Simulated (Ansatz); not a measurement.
Crystal: TiSi.

```
Ti Si
1.0
     1.81618   -2.11762    0.00000
     1.81618    2.11762    0.00000
     0.00000    0.00000    3.80393
Ti Si
1 1
Direct
  0.50000 0.50000 0.00000
  0.00000 0.00000 0.50000
```

The cell comes from a database or a generator and needn't be the stable form of this composition.

Program: Ansatz 0.2.0. Alike in all runs: potentials or basis Ansatz PAW; no spin polarisation; cell as given; k mesh 6 × 6 × 4; smearing fermi-dirac 0.05 eV; the mesh is coarse, so values aren't converged. Hardware: 2 threads of Arm Neoverse V1 (shared host).

Q: Order these runs on this cell by their wall time, lowest first.
A. task band structure; level PBEsol; cutoff (eV) 420; points for each segment of the path 14
B. task single point; level r2SCAN0; cutoff (eV) 500
C. task band structure; level HSE06; cutoff (eV) 420; points for each segment of the path 4
D. task band structure; level r2SCAN; cutoff (eV) 500; points for each segment of the path 14

A: A (1.5 s), D (3.2 s), B (31 s), C (140 s).

Caveats: all runs use coarse meshes.
